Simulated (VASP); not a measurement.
The system is MnS.

```
Mn S
1.0
    -1.83000   -1.05655    5.94184
     1.83000   -1.05655    5.94184
     0.00000    2.11310    5.94184
Mn S
2 2
Cartesian
  0.0000 0.0000 0.0000
  0.0000 0.0000 8.9128
  0.0000 0.0000 4.4564
  0.0000 0.0000 13.3691
```

The cell is a database's computed one.

Base run:

```yaml
Program: VASP 6.6.1
Functional: PBEsol
Potentials_or_basis: VASP PAW PBE potentials, release 64 (Mn_pv, S)
Cutoff: 520 eV
k_mesh: 9 × 9 × 9
Occupations: fermi-dirac, width 0.05 eV
Spin: collinear spin, antiferromagnetic start
Starting_moments: "[4.0, -4.0, 0.0, 0.0] μB"
Hubbard_terms: Mn d U = 2 eV
```

Its results: band gap on the k mesh 1.54 eV; pressure -1.9 GPa; net moment 0.00 μB per cell; site moments Mn +4.35, -4.35; S +0.00 μB.

Task: After a change of settings the same cell gave: band gap on the k mesh 2.54 eV; pressure 3.2 GPa; net moment 0.00 μB per cell; site moments Mn +4.58, -4.58; S +0.00 μB. Which change was it?
A. hubbard terms from Mn d U = 2 eV to none
B. hubbard terms from Mn d U = 2 eV to Mn d U = 6 eV
C. hubbard terms from Mn d U = 2 eV to Mn d U = 4 eV

Result: B.

Caveats: the PAW data sets were made with another functional, which shifts forces and pressure a little; an odd mesh through Γ misses points on the zone boundary, where band edges often lie.
